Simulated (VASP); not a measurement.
## Input and output of a VASP r²SCAN single-point calculation on MgSe (strained rocksalt)

INCAR

```
EDIFF = 1E-7
ISMEAR = 0
METAGGA = R2SCAN
LCHARG = .FALSE.
NSW = 0
LREAL = .FALSE.
NELM = 120
SIGMA = 0.01
LASPH = .TRUE.
IBRION = -1
LWAVE = .FALSE.
ISIF = 2
ENCUT = 520
ALGO = Normal
NBANDS = 11
PREC = Accurate
```

KPOINTS

```
KPOINTS created by Atomic Simulation Environment
0
Gamma
8 8 8
0 0 0
```

KPOINTS_OPT

```
special points
6
Reciprocal
0.0000000000 0.0000000000 0.0000000000 1
0.5000000000 0.0000000000 0.5000000000 1
0.6250000000 0.2500000000 0.6250000000 1
0.3750000000 0.3750000000 0.7500000000 1
0.5000000000 0.5000000000 0.5000000000 1
0.5000000000 0.2500000000 0.7500000000 1
```

POSCAR

```
Mg Se
 1.0000000000000000
     0.0270890668000000    2.7362693762000001    2.7362693762000001
     2.7362693762000001    0.0270890668000000    2.7362693762000001
     2.7633584430000000    2.7633584430000000    0.0000000000000000
 Mg  Se
   1   1
Cartesian
  0.0000000000000000  0.0000000000000000  0.0000000000000000
  2.7633584430000000  2.7633584430000000  2.7362693762000001
```

VASP ran with the recommended PBE PAW datasets (8 valence electrons in the cell).

Command

```
mpirun -np 1 vasp_std
```

OSZICAR

```
N       E                     dE             d eps       ncg     rms          rms(c)
DAV:   1     0.972741339481E+01    0.97274E+01   -0.35787E+03  2178   0.605E+02
DAV:   2    -0.211291960214E+02   -0.30857E+02   -0.29266E+02  2671   0.992E+01
DAV:   3    -0.227225132461E+02   -0.15933E+01   -0.15904E+01  2588   0.240E+01
DAV:   4    -0.227307854416E+02   -0.82722E-02   -0.82718E-02  2363   0.206E+00
DAV:   5    -0.227308435127E+02   -0.58071E-04   -0.58071E-04  2572   0.172E-01    0.339E+00
DAV:   6    -0.213892601702E+02    0.13416E+01   -0.84472E-01  2183   0.471E+00    0.246E+00
DAV:   7    -0.213750088454E+02    0.14251E-01   -0.21390E-01  2363   0.223E+00    0.102E+00
DAV:   8    -0.213773830043E+02   -0.23742E-02   -0.74801E-03  2376   0.612E-01    0.155E-01
DAV:   9    -0.213773128669E+02    0.70137E-04   -0.15476E-03  2450   0.190E-01    0.107E-01
DAV:  10    -0.213773078197E+02    0.50472E-05   -0.64547E-05  2345   0.507E-02    0.145E-02
DAV:  11    -0.213773071188E+02    0.70087E-06   -0.14605E-05  2375   0.196E-02    0.218E-03
DAV:  12    -0.213773070676E+02    0.51229E-07   -0.19778E-07  2472   0.308E-03
   1 F= -.21377307E+02 E0= -.21377307E+02  d E =-.784771E-36
       N       E                     dE             ncg
DAV:   1     0.143944163686E+04   -0.14145E+04      132
DAV:   2     0.126192957763E+04   -0.17751E+03      169
DAV:   3     0.125406379009E+04   -0.78658E+01      176
DAV:   4     0.125402705309E+04   -0.36737E-01      156
DAV:   5     0.125402677493E+04   -0.27816E-03      164
DAV:   6     0.125402677136E+04   -0.35619E-05      170
DAV:   7     0.125402677132E+04   -0.45531E-07      156
```

From OUTCAR

```
k-points           NKPTS =     95   k-points in BZ     NKDIM =     95   number of bands    NBANDS=     11

   NELECT =       8.0000    total number of electrons

   dimension x,y,z NGX =    30 NGY =   30 NGZ =   30
   dimension x,y,z NGXF=    60 NGYF=   60 NGZF=   60

  energy-cutoff  :      520.00
  volume of cell :       40.97
      direct lattice vectors                 reciprocal lattice vectors
     0.027089067  2.736269376  2.736269376    -0.184557668  0.184557668  0.182730547
     2.736269376  0.027089067  2.736269376     0.184557668 -0.184557668  0.182730547
     2.763358443  2.763358443  0.000000000     0.180939248  0.180939248 -0.182730547

 k-points in reciprocal lattice and weights: KPOINTS created by Atomic Simulation Env
   0.00000000  0.00000000  0.00000000       0.002
   0.12500000 -0.00000000  0.00000000       0.008
   0.25000000 -0.00000000  0.00000000       0.008
   0.37500000 -0.00000000  0.00000000       0.008
   0.50000000 -0.00000000  0.00000000       0.004
   0.12500000  0.12500000  0.00000000       0.004
   0.25000000  0.12500000  0.00000000       0.008
   0.37500000  0.12500000  0.00000000       0.008
   ...

 E-fermi :   3.0555

 k-point     1 :       0.0000    0.0000    0.0000
  band No.  band energies     occupation
      1     -10.4496      2.00000
      2       2.7752      2.00000
      3       2.8698      2.00000
      4       2.9708      2.00000
      5       6.2754      0.00000
      6      10.7388      0.00000
      7      10.9083      0.00000
      8      11.0672      0.00000
      9      13.4196      0.00000
     10      13.4251      0.00000
     11      14.8011      0.00000

 k-point     2 :       0.1250   -0.0000    0.0000
  band No.  band energies     occupation
      1     -10.3121      2.00000
      2       1.7912      2.00000
      3       2.6746      2.00000
      4       2.7949      2.00000
      5       7.1550      0.00000
      6      10.6973      0.00000
      7      10.9904      0.00000
      8      11.1838      0.00000
      9      12.4288      0.00000
     10      12.5138      0.00000
     11      14.5842      0.00000

 k-point     3 :       0.2500   -0.0000    0.0000
  band No.  band energies     occupation
      1      -9.9441      2.00000
      2      -0.0193      2.00000
      3       2.4557      2.00000
      4       2.5556      2.00000
      5       7.6590      0.00000
      6      10.4551      0.00000
      7      10.5548      0.00000
      8      11.4306      0.00000
      9      13.0116      0.00000
     10      13.2562      0.00000
     11      13.7939      0.00000

 k-point     4 :       0.3750   -0.0000    0.0000
  band No.  band energies     occupation
      1      -9.5058      2.00000
      2      -1.4494      2.00000
      3       2.2639      2.00000
      4       2.3466      2.00000
      5       7.4331      0.00000
      6       9.7049      0.00000
      7       9.8158      0.00000
      8      12.4545      0.00000
      9      14.1104      0.00000
     10      15.0257      0.00000
     11      15.3326      0.00000

 k-point     5 :       0.5000   -0.0000    0.0000
  band No.  band energies     occupation
      1      -9.2942      2.00000
      2      -2.0065      2.00000
      3       2.1908      2.00000
      4       2.2668      2.00000
      5       7.3071      0.00000
      6       9.4359      0.00000
      7       9.5538      0.00000
      8      12.3831      0.00000
      9      15.3516      0.00000
     10      17.6957      0.00000
     11      17.7123      0.00000

 k-point     6 :       0.1250    0.1250    0.0000
  band No.  band energies     occupation
      1     -10.2703      2.00000
      2       1.7772      2.00000
      3       2.4178      2.00000
      4       2.6297      2.00000
      5       7.5541      0.00000
      6       9.9428      0.00000
      7      11.1263      0.00000
      8      11.4692      0.00000
      9      11.7464      0.00000
     10      13.6919      0.00000
     11      15.5593      0.00000

 k-point     7 :       0.2500    0.1250    0.0000
  band No.  band energies     occupation
      1      -9.9828      2.00000
      2       0.4655      2.00000
      3       2.1150      2.00000
      4       2.3425      2.00000
      5       8.1795      0.00000
      6       9.8940      0.00000
      7      10.0772      0.00000
      8      11.6088      0.00000
      9      12.8050      0.00000
     10      13.9215      0.00000
     11      15.3010      0.00000

 k-point     8 :       0.3750    0.1250    0.0000
  band No.  band energies     occupation
      1      -9.5631      2.00000
      2      -0.9513      2.00000
      3       1.9374      2.00000
      4       1.9409      2.00000
      5       7.9572      0.00000
      6       9.3445      0.00000
      7      10.7353      0.00000
      8      11.5158      0.00000
      9      13.9905      0.00000
     10      15.3684      0.00000
     11      15.7244      0.00000

 k-point     9 :       0.5000    0.1250    0.0000
  band No.  band energies     occupation
      1      -9.2564      2.00000
      2      -1.7673      2.00000
      3       1.6009      2.00000
      4       1.9591      2.00000
      5       7.8552      0.00000
      6       9.0299      0.00000
      7      10.0605      0.00000
      8      13.3472      0.00000
      9      14.2416      0.00000
     10      16.5933      0.00000
     11      17.5078      0.00000

 k-point    10 :      -0.3750    0.1250    0.0000
  band No.  band energies     occupation
      1      -9.3212      2.00000
      2      -1.6014      2.00000
      3       1.4756      2.00000
      4       2.1678      2.00000
      5       8.0663      0.00000
      6       9.1557      0.00000
      7       9.8469      0.00000
      8      12.9919      0.00000
      9      14.5886      0.00000
     10      14.7552      0.00000
     11      17.4390      0.00000

 k-point    11 :      -0.2500    0.1250    0.0000
  band No.  band energies     occupation
      1      -9.6963      2.00000
      2      -0.5473      2.00000
      3       1.6389      2.00000
      4       2.4705      2.00000
      5       8.3855      0.00000
      6       9.8251      0.00000
      7      10.1589      0.00000
      8      11.1497      0.00000
      9      12.6484      0.00000
     10      14.9540      0.00000
     11      16.1065      0.00000

 k-point    12 :      -0.1250    0.1250    0.0000
  band No.  band energies     occupation
      1     -10.0945      2.00000
      2       0.8472      2.00000
      3       2.1438      2.00000
      4       2.6960      2.00000
      5       8.0254      0.00000
      6      10.2558      0.00000
      7      10.8966      0.00000
      8      10.9960      0.00000
      9      11.3828      0.00000
     10      13.8676      0.00000
     11      15.5151      0.00000

 k-point    13 :       0.2500    0.2500    0.0000
  band No.  band energies     occupation
      1      -9.7971      2.00000
      2       0.2056      2.00000
      3       1.7173      2.00000
      4       1.9543      2.00000
      5       7.5644      0.00000
      6       8.6271      0.00000
      7      11.0641      0.00000
      8      13.1210      0.00000
      9      13.2764      0.00000
     10      14.4515      0.00000
     11      17.1948      0.00000

 k-point    14 :       0.3750    0.2500    0.0000
  band No.  band energies     occupation
      1      -9.4618      2.00000
      2      -0.6167      2.00000
      3       1.4014      2.00000
      4       1.4778      2.00000
      5       6.9838      0.00000
      6       8.7820      0.00000
      7      11.5787      0.00000
      8      12.6593      0.00000
      9      14.6708      0.00000
     10      16.1987      0.00000
     11      17.7436      0.00000

 k-point    15 :       0.5000    0.2500    0.0000
  band No.  band energies     occupation
      1      -9.1561      2.00000
      2      -1.2227      2.00000
      3       0.6181      2.00000
      4       1.4872      2.00000
      5       6.9248      0.00000
      6       9.9204      0.00000
      7      11.6753      0.00000
      8      11.8382      0.00000
      9      15.3998      0.00000
     10      17.6920      0.00000
     11      17.7953      0.00000

 k-point    16 :      -0.3750    0.2500    0.0000
  band No.  band energies     occupation
      1      -9.1034      2.00000
      2      -1.2664      2.00000
      3       0.1635      2.00000
      4       1.7427      2.00000
      5       7.3537      0.00000
      6      10.4540      0.00000
      7      10.9481      0.00000
      8      12.6252      0.00000
      9      14.7049      0.00000
     10      15.1375      0.00000
     11      17.1797      0.00000

 ...

  Total       -0.0730472     -0.0730472     -0.0808877     -0.2465105      0.0000000      0.0000000
  in kB       -2.8566034     -2.8566034     -3.1632176     -9.6401098      0.0000000      0.0000000
  external PRESSURE =      -2.9588082 kB  Pullay stress =       0.0000000 kB

 POSITION                                       TOTAL-FORCE (eV/Angst)
 -----------------------------------------------------------------------------------
      0.00000      0.00000      0.00000         0.000000      0.000000     -0.000000
      2.76336      2.76336      2.73627        -0.000000      0.000000      0.000000
 -----------------------------------------------------------------------------------
    total drift:                               -0.000000     -0.000000      0.000000

  FREE ENERGIE OF THE ION-ELECTRON SYSTEM (eV)
  ---------------------------------------------------
  free  energy   TOTEN  =       -21.3773070676 eV

  energy  without entropy=      -21.3773070676  energy(sigma->0) =      -21.37730707
```

```json
{
  "gap between bands v and c": "2.33 eV",
  "least direct gap": "3.30 eV",
  "pressure": "-0.3 GPa"
}
```

Band v is the last that the valence electrons fill when counted band by band, and c is the next.

The run took about 2.9 min on one core of a shared host (Intel Xeon Platinum 8488C) and held 0.21 GiB at most.
